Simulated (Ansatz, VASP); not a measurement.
Tl in VASP and in Ansatz

The input INCAR:

```
  ALGO = Normal
  EDIFF = 1E-7
  ENCUT = 520
  GGA = PE
  ISIF = 2
  ISMEAR = -1
  LASPH = True
  LCHARG = False
  LREAL = False
  LWAVE = False
  NBANDS = 12
  NELM = 100
  PREC = Accurate
  SIGMA = 0.05
```

The input KPOINTS:

```
k-points
0
Gamma
  10 10 10
```

Contents of POSCAR:

```
Tl
1.0
   -1.9428672936      1.9428672936      1.9428672936
    1.9428672936     -1.9428672936      1.9428672936
    1.9428672936      1.9428672936     -1.9428672936
Tl
1
Direct
    0.0000000000      0.0000000000      0.0000000000
```

The input input.yaml:

```yaml
crystal:
  lattice:
    - [-1.9428672936, 1.9428672936, 1.9428672936]
    - [1.9428672936, -1.9428672936, 1.9428672936]
    - [1.9428672936, 1.9428672936, -1.9428672936]
  atoms:
    - { symbol: Tl, position: [0.0, 0.0, 0.0] }
hamiltonian:
  xc: pbe
  pseudopotentials: { kind: paw }
kpoints:
  mp_grid: { grid: [10, 10, 10] }
scf:
  occupations: { method: fermi_dirac, width: 0.05 }
output:
  forces: true
  stress: true
  eigenvalues: true
```

Change from the starting cell: volume scaled by 0.98.

Alike in both runs: task single point; functional PBE; k mesh 10 × 10 × 10; occupations fermi-dirac, width 0.05 eV; no spin polarisation.

```csv
,VASP,Ansatz
version,VASP 6.6.1,Ansatz 0.2.0
potentials or method,"VASP PAW PBE potentials, release 64 (Tl_d)",Ansatz PAW
plane-wave cutoff (eV),520,420
valence electrons in the cell,13,13
```

|  | VASP | Ansatz | Ansatz less VASP |
| --- | --- | --- | --- |
| gap on the k mesh at the Fermi level (eV) | none | none | - |
| pressure (GPa) | 2.0 | 2.1 | +0.06 |

A gap of «none» marks a metal or a gap that the smearing closes. The functional is the same, so the differences come from potentials, cutoffs and numerics.

The runs have no spin-orbit coupling, so splittings on Tl are missing.
